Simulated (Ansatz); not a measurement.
# CdS: stiffness from strained cells

How stiff is the crystal, and how unevenly? Runs: cell and atoms relaxed (PAW); elastic constants (PAW); in-plane strain -0.02, out-of-plane length and atoms relaxed (PAW); in-plane strain -0.01, out-of-plane length and atoms relaxed (PAW); in-plane strain -0.005, out-of-plane length and atoms relaxed (PAW); in-plane strain +0.005, out-of-plane length and atoms relaxed (PAW); in-plane strain +0.01, out-of-plane length and atoms relaxed (PAW); in-plane strain +0.02, out-of-plane length and atoms relaxed (PAW).

Method: DFT PBEsol, frozen-core PAW, scalar-relativistic unless said, in Ansatz 0.2.0.

## (1) The system as given

The structure is cubic, space group F-43m (No. 216). Conventional cell: a = 5.833 Å, b = 5.833 Å, c = 5.833 Å, α = 90.00°, β = 90.00°, γ = 90.00°. Around Cd (site symmetry -43m) lie 4 S at 2.53 Å. Around S (site symmetry -43m) lie 4 Cd at 2.53 Å.

Structure file:

```
Cd S
1.0
     2.91650    2.91650    0.00000
    -2.91650    2.91650    0.00000
     0.00000    2.91650    2.91650
Cd S
1 1
Direct
  0.00000 0.00000 0.00000
  0.75000 0.25000 0.50000
```

Cartesian axes are those of the input's lattice vectors. The structure goes back to a database entry.

## (2) Cell and atoms relaxed, PAW

The input, input.yaml:

```yaml
crystal:
  lattice:
    - [2.9165, 2.9165, 0.0]
    - [-2.9165, 2.9165, 0.0]
    - [0.0, 2.9165, 2.9165]
  atoms:
    - { symbol: Cd, position: [0.0, 0.0, 0.0] }
    - { symbol: S, position: [0.75, 0.25, 0.5] }
kpoints:
  mp_grid: { grid: [12, 12, 12] }
scf:
  occupations: { method: fermi_dirac, width: 0.1 }
hamiltonian:
  xc: pbesol
  pseudopotentials: { kind: paw }
relax:
  f_tol: 0.002
  max_steps: 80
  cell: {}
output:
  forces: true
  stress: true
```

The run is started by

```console
$ ansatz run input.yaml --threads 1 --pin off --max-ram 3072MiB --backend cpu --events-out ev --progress --plain --runs-dir out
```

## (3) Elastic constants, PAW

The input, input.yaml:

```yaml
crystal:
  lattice:
    - [2.91228606292, 2.91228606292, 0.0]
    - [-2.91228606292, 2.91228606292, 0.0]
    - [0.0, 2.91228606292, 2.91228606292]
  atoms:
    - { symbol: Cd, position: [0.0, 0.0, 0.0] }
    - { symbol: S, position: [0.75, 0.25, 0.5] }
kpoints:
  mp_grid: { grid: [8, 8, 8] }
scf:
  occupations: { method: fixed }
hamiltonian:
  xc: pbesol
  pseudopotentials: { kind: paw }
elastic:
  mode: relaxed_ion
  stencil: two_point
  amplitude: 0.005
```

## (4) In-plane strain -0.02, out-of-plane length and atoms relaxed, PAW

The input, input.yaml:

```yaml
crystal:
  lattice:
    - [2.85404034166, 2.85404034166, 0.0]
    - [-2.85404034166, 2.85404034166, 0.0]
    - [0.0, 2.85404034166, 2.94723349568]
  atoms:
    - { symbol: Cd, position: [0.0, 0.0, 0.0] }
    - { symbol: S, position: [0.75, 0.25, 0.5] }
kpoints:
  mp_grid: { grid: [8, 8, 8] }
scf:
  occupations: { method: fixed }
hamiltonian:
  xc: pbesol
  pseudopotentials: { kind: paw }
relax:
  f_tol: 0.002
  max_steps: 80
  cell: { fix: [a, b, gamma] }
output:
  forces: true
  stress: true
  write_density: true
  write_potential: true
  elf: true
  volumetric_format: npy
```

## (5) In-plane strain -0.01, out-of-plane length and atoms relaxed, PAW

The input, input.yaml:

```yaml
crystal:
  lattice:
    - [2.88316320229, 2.88316320229, 0.0]
    - [-2.88316320229, 2.88316320229, 0.0]
    - [0.0, 2.88316320229, 2.9297597793]
  atoms:
    - { symbol: Cd, position: [0.0, 0.0, 0.0] }
    - { symbol: S, position: [0.75, 0.25, 0.5] }
kpoints:
  mp_grid: { grid: [8, 8, 8] }
scf:
  occupations: { method: fixed }
hamiltonian:
  xc: pbesol
  pseudopotentials: { kind: paw }
relax:
  f_tol: 0.002
  max_steps: 80
  cell: { fix: [a, b, gamma] }
output:
  forces: true
  stress: true
```

## (6) In-plane strain -0.005, out-of-plane length and atoms relaxed, PAW

input.yaml, as its differences from that of step 5:

```diff
@@ -2,5 +2,5 @@
   lattice:
-    - [2.88316320229, 2.88316320229, 0.0]
-    - [-2.88316320229, 2.88316320229, 0.0]
-    - [0.0, 2.88316320229, 2.9297597793]
+    - [2.89772463261, 2.89772463261, 0.0]
+    - [-2.89772463261, 2.89772463261, 0.0]
+    - [0.0, 2.89772463261, 2.92102292111]
   atoms:
```

## (7) In-plane strain +0.005, out-of-plane length and atoms relaxed, PAW

input.yaml, as its differences from that of step 6:

```diff
@@ -2,5 +2,5 @@
   lattice:
-    - [2.89772463261, 2.89772463261, 0.0]
-    - [-2.89772463261, 2.89772463261, 0.0]
-    - [0.0, 2.89772463261, 2.92102292111]
+    - [2.92684749324, 2.92684749324, 0.0]
+    - [-2.92684749324, 2.92684749324, 0.0]
+    - [0.0, 2.92684749324, 2.90354920473]
   atoms:
```

## (8) In-plane strain +0.01, out-of-plane length and atoms relaxed, PAW

input.yaml, as its differences from that of step 7:

```diff
@@ -2,5 +2,5 @@
   lattice:
-    - [2.92684749324, 2.92684749324, 0.0]
-    - [-2.92684749324, 2.92684749324, 0.0]
-    - [0.0, 2.92684749324, 2.90354920473]
+    - [2.94140892355, 2.94140892355, 0.0]
+    - [-2.94140892355, 2.94140892355, 0.0]
+    - [0.0, 2.94140892355, 2.89481234654]
   atoms:
```

## (9) In-plane strain +0.02, out-of-plane length and atoms relaxed, PAW

input.yaml, as its differences from that of step 8:

```diff
@@ -2,5 +2,5 @@
   lattice:
-    - [2.94140892355, 2.94140892355, 0.0]
-    - [-2.94140892355, 2.94140892355, 0.0]
-    - [0.0, 2.94140892355, 2.89481234654]
+    - [2.97053178418, 2.97053178418, 0.0]
+    - [-2.97053178418, 2.97053178418, 0.0]
+    - [0.0, 2.97053178418, 2.87733863017]
   atoms:
```

(Steps that only read results are left out.)

What does the calculation give? Wanted: C11; C12; C44; bulk, shear and Young's modulus; Debye temperature from sound speeds; universal anisotropy index.

As calculated:

```
                           quantity           value
                          C11 (PAW)          74 GPa
                          C12 (PAW)          55 GPa
                          C44 (PAW)          26 GPa
    bulk, shear and Young's modulus  61, 18, 48 GPa
Debye temperature from sound speeds           217 K
         universal anisotropy index            1.29
```

**Reading.** All eigenvalues are positive, so the crystal is mechanically stable; by PAW K = 61 and G = 18 GPa, K/G = 3.48, on the ductile side of Pugh's rough line at 1.75, which was drawn for metals. Young's modulus runs from 28 to 69 GPa with direction. Cautions: frozen-core PAW files fitted under PBE, their cores solved anew for the functional of the run; constants at zero field, no piezoelectric stiffening.
